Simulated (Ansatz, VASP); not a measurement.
Two plane-wave programs on HfN

INCAR

```
PREC = Accurate
ENCUT = 600
EDIFF = 1E-6
ISMEAR = -1
SIGMA = 0.1
LREAL = False
LASPH = True
NELM = 80
ALGO = Normal
ISIF = 3
LWAVE = False
LCHARG = False
IBRION = 2
NSW = 80
EDIFFG = -0.005
```

The input KPOINTS:

```
Automatic mesh
0
Gamma
  10 10 10
```

The input POSCAR:

```
HfN
1.0
    0.0000000000      2.2560000000      2.2560000000
    2.2560000000      0.0000000000      2.2560000000
    2.2560000000      2.2560000000      0.0000000000
Hf N
1 1
Direct
    0.0000000000      0.0000000000      0.0000000000
    0.5000000000      0.5000000000      0.5000000000
```

Input for Ansatz:

```yaml
crystal:
  lattice:
    - [0.0, 2.256, 2.256]
    - [2.256, 0.0, 2.256]
    - [2.256, 2.256, 0.0]
  atoms:
    - { symbol: Hf, position: [0.0, 0.0, 0.0] }
    - { symbol: "N", position: [0.5, 0.5, 0.5] }
kpoints:
  mp_grid:
    grid: [10, 10, 10]
hamiltonian:
  xc: lda
  dispersion: none
scf:
  occupations:
    method: fermi_dirac
    width: 0.1
relax:
  f_tol: 0.005
  max_steps: 60
  cell: {}
```

Alike in both runs: task relaxation of cell and atoms; functional LDA; k mesh 10 × 10 × 10; occupations fermi-dirac, width 0.1 eV; no spin polarisation.

|  | VASP | Ansatz |
| --- | --- | --- |
| version | VASP 6.6.1 | Ansatz 0.2.0 |
| potentials or method | VASP PAW LDA potentials, release 64 (Hf_pv, N) | plane waves, PAW |
| plane-wave cutoff (eV) | 600 | 420 |
| valence electrons in the cell | 15 | 31 |

```tsv
	VASP	Ansatz	Ansatz less VASP
relaxed volume (Å³/atom)	11.11	11.15	+0.046
relaxed cell length with the largest relative difference (Å)	3.155	3.160	+0.0044
energy change over the relaxation (meV/atom)	-12	-9	+2.9
```

The two sets of potentials don't hold the same shells in valence.

The runs have no spin-orbit coupling, so splittings on Hf are missing. Zero-point motion and thermal expansion aren't in these numbers. LDA usually gives volumes a few per cent too small.
